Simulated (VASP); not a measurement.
Input of a VASP 6.6.1 run:

The input INCAR:

```
SYSTEM = WS2
PREC = Accurate
ENCUT = 520
EDIFF = 1E-7
ISMEAR = -1
SIGMA = 0.05
LREAL = .False.
LASPH = .True.
NELM = 80
ALGO = Normal
ISIF = 2
LWAVE = .False.
LCHARG = .False.
GGA = PE
NBANDS = 20
```

KPOINTS

```
regular mesh
0
Gamma
  10 10 10
  0 0 0
```

POSCAR

```
WS2
1.0
    1.5790000000      0.9116360751      6.1633333333
   -1.5790000000      0.9116360751      6.1633333333
    0.0000000000     -1.8232721501      6.1633333333
W S
1 2
Direct
    0.0000000000      0.0000000000      0.0000000000
    0.5810000000      0.5810000000      0.5810000000
    0.7503000000      0.7503000000      0.7503000000
```

Potentials or basis: VASP PAW PBE potentials, release 64 (W_sv, S).

The run is started by

```console
$ cat potpaw_PBE.64/W_sv/POTCAR potpaw_PBE.64/S/POTCAR > POTCAR
$ mpirun -np 1 vasp_std > vasp.out
```

**Question.** What does it give for the largest force?

**Answer.** 0.611 eV/Å.

**Question.** Predict the band gap on the k mesh.

**Answer.** 1.08 eV, indirect (least direct gap 2.24 eV).

Stress tensor (GPa, compression positive):
```
4.37 0.00 0.00
0.00 4.37 0.00
0.00 0.00 4.89
```

Caveat: spin-orbit coupling is left out, which moves the levels of the heavy elements. A k mesh can miss the band edges.
